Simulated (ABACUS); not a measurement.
Input of an ABACUS 3.10.1 run:

Contents of INPUT:

```
INPUT_PARAMETERS
suffix              HfN
calculation         scf
basis_type          pw
pseudo_dir          ./
symmetry            1
dft_functional      pbesol
ecutwfc             84
pseudo_rcut         7
nspin               1
nbands              13
ks_solver           dav
smearing_method     fd
smearing_sigma      0.00367493
scf_thr             1e-08
scf_nmax            100
mixing_type         broyden
mixing_beta         0.7
cal_force           1
cal_stress          1
kpar                4
```

Contents of STRU:

```
ATOMIC_SPECIES
Hf 178.4900 Hf.upf
N 14.0070 N.upf

LATTICE_CONSTANT
1.8897261246

LATTICE_VECTORS
0.0000000000 2.2560000000 2.2560000000
2.2560000000 0.0000000000 2.2560000000
2.2560000000 2.2560000000 0.0000000000

ATOMIC_POSITIONS
Direct

Hf
0.0
1
0.0000000000 0.0000000000 0.0000000000 1 1 1

N
0.0
1
0.5000000000 0.5000000000 0.5000000000 1 1 1
```

File KPT:

```
K_POINTS
0
Gamma
10 10 10 0 0 0
```

Potentials or basis: PseudoDojo NC SR 0.4.1 PBEsol standard, plane waves.

Launch:

```bash
$ OMP_NUM_THREADS=1 mpirun -np 4 abacus > log
```

Question: What does it give for the band gap on the k mesh?

Answer: None (metal or under the smearing width).

Question: Estimate the pressure.

Answer: -2.8 GPa.

Spin-orbit coupling is left out, which matters for the levels of Hf.
